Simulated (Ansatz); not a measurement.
## Property card for Li

These are results of DFT PBE, scalar-relativistic, plane waves, PAW (Ansatz 0.2.0), not measurements.

Plane waves to 420 eV, a k mesh through Γ of 18×18×6 on the computed 3-atom cell and Gaussian smearing (0.10 eV); no spin polarisation.

The structure is relaxed at this level of theory with its symmetry kept, and needn't be the ground state of this composition.

Space group C2/m (No. 12). a = 5.290 Å, b = 3.051 Å, c = 7.697 Å, α = 90.00°, β = 102.56°, γ = 90.00°
| atom | site | symmetry | x | y | z |
| --- | --- | --- | --- | --- | --- |
| Li | 4i | m | 0.7780 | 0.5000 | 0.3331 |
| Li | 2b | 2/m | 0.0000 | 0.5000 | 0.0000 |

* Space group: C2/m (No. 12)
* Volume per atom: 20.21 Å³
* Energy over the standard state (uncorrected): -0.003 eV/atom
* Kohn–Sham band gap: none (metal)
* Density of states at the Fermi level: 1.5 states/eV per cell

The cell was found from a structure generator's guess, not taken from experiment.
